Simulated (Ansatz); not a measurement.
# Stack of Ta2NOS MXene under honeycomb BP, shifted by a third of the diagonal in a perpendicular field, part 2 of 2

Wanted: the out-of-plane response of the stack of Ta2NOS MXene under honeycomb BP, shifted by a third of the diagonal. A positive field points along +c.

Ansatz 0.2.0; plane-wave DFT, PBE-D3(BJ), Ansatz PAW.

So far. Step 8 (Atoms held, field 0.3 V/Å): The dipole is 0.149 e·Å.

## 9. Response, atoms held (continued)

Electrons, planar mean, per unit field. The induced electron density by z:

```
z (Å)  induced electron density (e/Å³ per V/Å)
  4.5                                   3.5e-6
  5.0                                   1.2e-5
  5.5                                   3.7e-5
  6.0                                   1.2e-4
  6.5                                   3.5e-4
  7.0                                   9.5e-4
  7.5                                  0.00229
  8.0                                  0.00372
  8.5                                  0.00227
  9.0                                   9.2e-4
  9.5                                   4.0e-4
 10.0                                  -8.5e-4
 10.5                                   6.2e-4
 11.0                                   2.7e-4
 11.5                                   5.0e-5
 12.0                                  -2.4e-4
 12.5                                  -2.0e-4
 13.0                                   1.8e-5
 13.5                                  -4.8e-4
 14.0                                 -0.00107
 14.5                                 -0.00175
 15.0                                  -8.8e-4
 15.5                                   8.2e-4
 16.0                                  0.00207
 16.5                                  0.00116
 17.0                                  -2.3e-4
 17.5                                   3.5e-4
 18.0                                 -0.00315
 18.5                                 -0.00389
 19.0                                 -0.00220
 19.5                                  -9.1e-4
 20.0                                  -3.3e-4
 20.5                                  -1.1e-4
 21.0                                  -3.2e-5
 21.5                                  -8.9e-6
 22.0                                  -2.3e-6
```

By hand: between -0.05 and 0.05 V/Å the dipole changes by 0.04739 e·Å, a slope of 0.4739 e·Å²/V. A perfect conductor of thickness t has p = ε₀AEt, so t = 180.95 × 0.4739 / 8.842 = 9.70 Å (e/ε₀ = 180.95 V·Å, A in Å²).

The induced dipole is that of a conductor 9.83 Å thick.

## 10. A changed input

This step: plane-wave DFT, PBE-D3(BJ), Ansatz PAW (Ansatz 0.2.0).

A run with a changed input: it repeats the earlier run at 0.05 V/Å with kpoints.mp_grid.shift to [0.5, 0.5, 0.0], crystal.symmetry to detect: false and scf.mixing.preconditioner to kerker.

File input.yaml:

```yaml
crystal:
  lattice:
    - [3.1953680145, 0.0, 0.0]
    - [-1.5976840072, 2.767269875, 0.0]
    - [0.0, 0.0, 26.2132015973]
  atoms:
    - { symbol: S, position: [0.3333333333, 0.6666666667, 0.3433384498] }
    - { symbol: Ta, position: [0.6666666667, 0.3333333333, 0.4051478756] }
    - { symbol: "N", position: [0.0, 0.0, 0.4523132762] }
    - { symbol: Ta, position: [0.3333333333, 0.6666666667, 0.4946222942] }
    - { symbol: O, position: [0.6666666667, 0.3333333333, 0.5345038963] }
    - { symbol: P, position: [0.0, 0.0, 0.6566615502] }
    - { symbol: B, position: [0.6666666667, 0.3333333333, 0.6566026346] }
  symmetry: { detect: false }
kpoints:
  mp_grid: { grid: [18, 18, 1], shift: [0.5, 0.5, 0.0] }
  band_path:
    path: [[0, 0, 0], [0.5, 0, 0], [0.33333333, 0.33333333, 0], [0, 0, 0]]
    npoints: 16
hamiltonian:
  xc: pbe
  dispersion: d3bj
scf:
  occupations: { method: fermi_dirac, width: 0.02585 }
  convergence: { dr2_threshold: 1.0e-10 }
  mixing: { preconditioner: kerker }
efield:
  axis: 3
  dipole_correction: true
  ramp_position: 0.97
  ramp_width: 0.06
  amplitude: 0.05
output:
  write_potential: true
  write_density: true
  volumetric_format: npy
```

Started as:

```bash
> ansatz run input.yaml --threads 4 --pin off --max-ram 6144MiB --backend cpu --events-out ev --progress --plain --runs-dir out
```

It took 96 s on 4 threads of Intel Xeon Platinum 8375C at 2.90GHz (Ice Lake), shared host; peak memory 1.5 GiB; 6.3 min of CPU time.

This step gave:

- energy at zero smearing: -22636.1317 eV
- dipole along the normal: 0.02452 e·Å

Deep bands are left out, so band numbers here count from the lowest band kept and differ from the log's. Electronic bands along the path, in eV, zero at the Fermi level; # counts the bands kept:

```
  point    #10    #11    #12    #13    #14    #15   #16   #17
      Γ  -1.68  -1.66  -1.66  -1.17  -1.17  -0.61  0.95  1.42
halfway  -3.05  -2.88  -2.34  -2.02   0.32   0.52  1.26  2.41
      M  -3.52  -2.51  -2.45  -1.04   0.99   1.39  1.60  1.73
halfway  -4.11  -3.35  -1.47  -0.70   0.88   1.17  1.45  1.73
      K  -4.41  -3.88  -0.44  -0.04   0.29   0.47  0.98  2.22
halfway  -3.62  -2.88  -2.77  -1.04  -0.80   1.39  1.84  2.01
      Γ  -1.68  -1.66  -1.66  -1.17  -1.17  -0.61  0.95  1.42
```

```
                     quantity  this run  earlier run  difference
dipole along the normal (e·Å)   0.02452      0.02502     -5.0e-4
```

It moves by -0.000499 e·Å.

Of the bands kept, 2 cross the Fermi level on this path.

## 11. The same run with other settings: kpoints.mp_grid.shift = [0.5, 0.5, 0.0]

Another changed input: it repeats the earlier run at 0.05 V/Å with kpoints.mp_grid.shift to [0.5, 0.5, 0.0].

Edit input.yaml of step 10 so:

```diff
@@ -13,3 +13,2 @@
     - { symbol: B, position: [0.6666666667, 0.3333333333, 0.6566026346] }
-  symmetry: { detect: false }
 kpoints:
@@ -25,3 +24,2 @@
   convergence: { dr2_threshold: 1.0e-10 }
-  mixing: { preconditioner: kerker }
 efield:
```

The job ended after 26 s (4 threads; peak memory 1.1 GiB).

Deep bands are left out, so band numbers here count from the lowest band kept and differ from the log's. Electronic bands along the path, in eV, zero at the Fermi level; # counts the bands kept:

(Unchanged from step 10.)

```
                     quantity  this run  earlier run  difference
dipole along the normal (e·Å)   0.02452      0.02502     -5.0e-4
```

It moves by -0.000504 e·Å.

Of the bands kept, 2 cross the Fermi level on this path.

## 12. Summary of results

```yaml
gap_without_field: none
work_function_upper_face: 5.06 eV
equivalent_conductor_thickness_atoms_held: 9.83 Å
```

**Reading.** The induced dipole equals that of a perfect conductor 9.83 Å thick, while the outer atoms lie 8.21 Å apart. There is no gap over 0.03 eV, with or without the field. The first relaxation ran with spin and lost its moment, and the later runs have none; other magnetic states were not tried. Spin-orbit coupling is left out, which matters for the bands of elements this heavy. The MXene's terminations sit over the metal atoms of its far layer; the site over carbon or nitrogen, which some compounds prefer, was not run.

[Logs are printed without paths, hosts, clocks, repeated set-up lines and the standing remarks that a program may print on its own settings, such as how far it seeks lower states.]

[Hosts, paths, dates, database ids (printed as entryN), source tags and the programs' standing remarks are cut or masked in the printed files.]

[Maps of the electrostatic potential energy from Ansatz leave out the sawtooth potential of an applied field or a dipole correction, so their vacuum need not be flat; planar profiles and work functions include it.]
